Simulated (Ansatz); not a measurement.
Li$_{2}$O (anti-fluorite)

```xyz
6
Lattice="0.0000 4.6261 4.6261 2.3131 0.0000 2.3131 2.3131 2.3131 0.0000" Properties=species:S:1:pos:R:3 pbc="T T T"
O      0.0000     0.0000     0.0000
O      2.3131     2.3131     4.6261
Li     1.1565     1.1565     1.1565
Li     1.1565     3.4696     3.4696
Li     3.4696     3.4696     3.4696
Li     3.4696     5.7827     5.7827
```

A phonon eigenvector at L = (0.5, 0.0, 0.0) is frozen into this cell: atom i moves by Q times the vector below, so Q is the largest atomic displacement, in Å. The cell is held. It is one choice among 2 degenerate patterns. (q is in reciprocal vectors of the primitive cell; the cell shown is doubled to hold the pattern.)

| atom | x | y | z |
|---|---|---|---|
| O1 | 0.285 | -0.520 | 0.805 |
| O2 | -0.285 | 0.520 | -0.805 |
| Li3 | 0.130 | -0.236 | 0.366 |
| Li4 | -0.130 | 0.236 | -0.366 |
| Li5 | -0.130 | 0.236 | -0.366 |
| Li6 | 0.130 | -0.236 | 0.366 |

Computed with PBE (plane waves to 420 eV, PAW, scalar-relativistic; Ansatz, a first-principles code). k mesh 6×12×12 (Γ-centred), Fermi-Dirac smearing 0.05 eV. E stands for the smeared free energy. Li2O was relaxed with its symmetry unable to fall. The zero of ΔE is the undisplaced structure.

**Question.** What ΔE (eV/cell) does the calculation give at Q (Å) = -0.150, -0.030, 0.030, 0.060, 0.090, 0.120?

**Answer.** 
| Q (Å) | ΔE (eV/cell) |
|---|---|
| -0.150 | 0.1177 |
| -0.030 | 0.0047 |
| 0.030 | 0.0047 |
| 0.060 | 0.0189 |
| 0.090 | 0.0424 |
| 0.120 | 0.0754 |

(A displaced cell: forces are minus the slopes of the energy, force constants its curvatures, and phonons follow from these.)
